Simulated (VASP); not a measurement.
Set up this calculation in VASP 6.6.1, as the native input.

| Quantity | Value |
| --- | --- |
| Task | band structure |
| Functional | PBE |
| Potentials or basis | VASP PAW PBE potentials, release 64 (W_sv, S) |
| Cutoff | 520 eV |
| k mesh | 9 × 9 × 2 |
| Occupations | gaussian, width 0.03 eV |
| Spin | spin-orbit coupling, no magnetisation |
| Further INCAR settings | ALGO = Normal; EDIFF = 1e-07 |

The structure of WS2 (Tungstenite) lies in POSCAR:

```
WS2                                     
1.0
    3.1541041060     -0.0000000000     -0.0000000000
   -1.5770520530      2.7315342820      0.0000000000
   -0.0000000000     -0.0000000000     12.1422919333
  W               S             
     2     4
Direct
     0.3333333332999970    0.6666666667000030    0.2500000000000000
     0.6666666667000030    0.3333333332999970    0.7500000000000000
     0.3333333332999970    0.6666666667000030    0.6203012366569965
     0.6666666667000030    0.3333333332999970    0.1203012366569965
     0.3333333332999970    0.6666666667000030    0.8796987633430035
     0.6666666667000030    0.3333333332999970    0.3796987633430035
```

The input as run:

INCAR

```
SYSTEM = WS2
  PREC = Accurate
  ENCUT = 520
  EDIFF = 1E-7
  ISMEAR = 0
  SIGMA = 0.03
  LREAL = .False.
  LASPH = .True.
  NELM = 80
  ALGO = Normal
  ISIF = 2
  LWAVE = .False.
  LCHARG = .False.
  LNONCOLLINEAR = .True.
  MAGMOM = 0 0 0 0 0 0 0 0 0 0 0 0 0 0 0 0 0 0
  LORBIT = 11
  LSORBIT = .True.
  GGA_COMPAT = .False.
  LMAXMIX = 4
  GGA = PE
  KPAR = 2
```

KPOINTS

```
Automatic mesh
0
Gamma
  9 9 2
  0 0 0
```

KPOINTS_OPT

```
explicit points
168
Reciprocal
 0.0000000000  0.0000000000  0.0000000000 1
 0.0555555556  0.0000000000  0.0000000000 1
 0.1111111111  0.0000000000  0.0000000000 1
 0.1666666667  0.0000000000  0.0000000000 1
 0.2222222222  0.0000000000  0.0000000000 1
 0.2777777778  0.0000000000  0.0000000000 1
[... 160 lines left out ...]
 0.5000000000  0.0000000000  0.0696302900 1
 0.5000000000  0.0000000000 -0.0696302900 1
```

Potentials or basis: VASP PAW PBE potentials, release 64 (W_sv, S).

The run is started by

```sh
$ cat potpaw_PBE.64/W_sv/POTCAR potpaw_PBE.64/S/POTCAR > POTCAR
$ mpirun -np 2 vasp_ncl > vasp.out
```

Results of the run:

```
Pressure                                              : 4.4 GPa
Largest force                                         : 0.018 eV/Å
Valence electrons inside the program's atomic spheres : W 12.05; S 3.73
```

Caveat: this functional lacks dispersion, which binds the layers, so the pressure and a relaxed spacing across them are unreliable.

Wall time 18 min on 2 MPI ranks on Intel(R) Xeon(R) Platinum 8559C (Emerald Rapids), on a shared host, peak memory 0.65 GiB a rank.
